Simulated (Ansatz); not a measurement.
The system is BAs.

```
CELL_PARAMETERS angstrom
2.12755 0.00000 0.00000
0.00000 3.17406 0.00000
0.00000 0.00000 4.95098
ATOMIC_POSITIONS crystal
B 0.00000 0.50000 0.00000
As 0.50000 0.50000 0.50000
```

The cell was built by a generator and needn't be a form met in nature.

| Item | Value |
| --- | --- |
| Program | Ansatz 0.2.0 |
| Task | relaxation of cell and atoms |
| Functional | BLYP |
| Dispersion | D3(BJ) |
| Potentials or basis | Ansatz PAW |
| Cutoff | 420 eV (not typed: the program's choice for these potentials) |
| k mesh | 12 × 8 × 6 |
| Occupations | fermi-dirac, width 0.05 eV |
| Spin | no spin polarisation |

At the start: volume 16.72 Å³/atom.

Where does the relaxation end?

It ends after 15 steps and the volume is 15.60 Å³/atom (-6.7 %); space group Pmmm (No. 47, to 0.05 Å).

The path:
| step | energy change (eV) | largest force (eV/Å) | volume (Å³) |
| --- | --- | --- | --- |
| 1 | 0.0000 | 0.0000 | 33.43 |
| 2 | -0.3882 | 0.0000 | 32.97 |
| 3 | -0.6747 | 0.0000 | 32.82 |
| 4 | -0.9296 | 0.0000 | 32.12 |
| 5 | -1.1411 | 0.0000 | 31.48 |
| 6 | -1.2235 | 0.0000 | 30.68 |
| 7 | -1.2291 | 0.0000 | 30.93 |
| 8 | -1.2302 | 0.0000 | 30.87 |
| 9 | -1.2304 | 0.0000 | 31.05 |
| 10 | -1.2305 | 0.0000 | 31.00 |
| 11 | -1.2493 | 0.0000 | 31.00 |
| 12 | -1.2512 | 0.0000 | 31.17 |
| 13 | -1.2513 | 0.0000 | 31.20 |
| 14 | -1.2513 | 0.0000 | 31.19 |
| 15 | -1.2514 | 0.0000 | 31.19 |

Final structure:
```
B As
1.0
     2.62671    0.00000    0.00000
     0.00000    2.50113    0.00000
     0.00000    0.00000    4.74823
B As
1 1
Direct
  0.00000 0.50000 0.00000
  0.50000 0.50000 0.50000
```

Caveat: the plane-wave basis is chosen anew once the cell has moved, so the energies of steps on either side of that aren't comparable; the PAW data sets come from PBE, with cores solved anew for the run's functional, which leaves a small shift of forces and pressure.
